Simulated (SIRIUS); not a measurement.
The system is C.

```
C
1.0
     0.00000    1.78337    1.78337
     1.78337    0.00000    1.78337
     1.78337    1.78337    0.00000
C
2
Direct
  0.75000 0.75000 0.75000
  0.50000 0.50000 0.50000
```

This isn't the form of C at room conditions, which is graphite.

```yaml
Program: SIRIUS 7.12.0
Task: single point
Functional: PBE
Potentials_or_basis: PseudoDojo 0.4.1 PBE standard (scalar relativistic)
Cutoff: 1127 eV
Density_cutoff: 4507 eV
k_mesh: 13 × 13 × 13
Occupations: fermi-dirac, width 0.05 eV
Spin: no spin polarisation
```

On this cell: pressure 1.9 GPa; largest force zero by symmetry; band gap on the k mesh 4.20 eV.

The same run follows on a disturbed copy (atoms moved at random, drawn with an rms of 0.05 Å):

```
C
1.0
     0.00000    1.78337    1.78337
     1.78337    0.00000    1.78337
     1.78337    1.78337    0.00000
C
2
Direct
  0.74778 0.75306 0.75416
  0.48928 0.49860 0.49360
```

**Question.** What does the disturbed cell give?

**Answer.** The energy moves by +21.1 meV/atom; pressure 2.7 GPa; largest force 1.665 eV/Å; band gap on the k mesh 3.29 eV.

Forces on the atoms (eV/Å):
```
C   -0.900 -1.185 -0.748
C    0.900  1.185  0.748
```

Stress tensor (GPa, compression positive):
```
 2.68 -0.36 -1.02
-0.36  2.57 -0.61
-1.02 -0.61  2.72
```

Caveats: an odd mesh through Γ misses points on the zone boundary, where band edges often lie.
